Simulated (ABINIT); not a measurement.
The system is BeS.

```
S Be
1.0
     0.00000    2.42500    2.42500
     2.42500    0.00000    2.42500
     2.42500    2.42500    0.00000
S Be
1 1
Direct
  0.75000 0.75000 0.75000
  0.00000 0.00000 0.00000
```

- Program: ABINIT 10.8.3 (patched build)
- Task: single point
- Functional: PBE
- Potentials or basis: JTH PAW PBE v2.0
- Cutoff: 544 eV
- k mesh: 9 × 9 × 9
- Occupations: fermi-dirac, width 0.05 eV
- Spin: no spin polarisation

On this cell: pressure 1.4 GPa; largest force zero by symmetry; band gap on the k mesh 3.20 eV, indirect (least direct gap 5.65 eV).

The same run follows on a disturbed copy (atoms moved at random, drawn with an rms of 0.05 Å):

```
S Be
1.0
     0.00000    2.42500    2.42500
     2.42500    0.00000    2.42500
     2.42500    2.42500    0.00000
S Be
1 1
Direct
  0.75462 0.75952 0.73276
  0.99751 0.99053 0.00167
```

What changes?

The energy moves by +10.1 meV/atom; pressure 1.7 GPa; largest force 0.583 eV/Å; band gap on the k mesh 2.97 eV, indirect (least direct gap 5.35 eV).

Forces on the atoms (eV/Å):
```
S    0.052  0.241 -0.529
Be  -0.052 -0.241  0.529
```

Stress tensor (GPa, compression positive):
```
 1.71  1.57 -0.71
 1.57  1.69 -0.19
-0.71 -0.19  1.55
```

Caveats: an odd mesh through Γ misses points on the zone boundary, where band edges often lie.
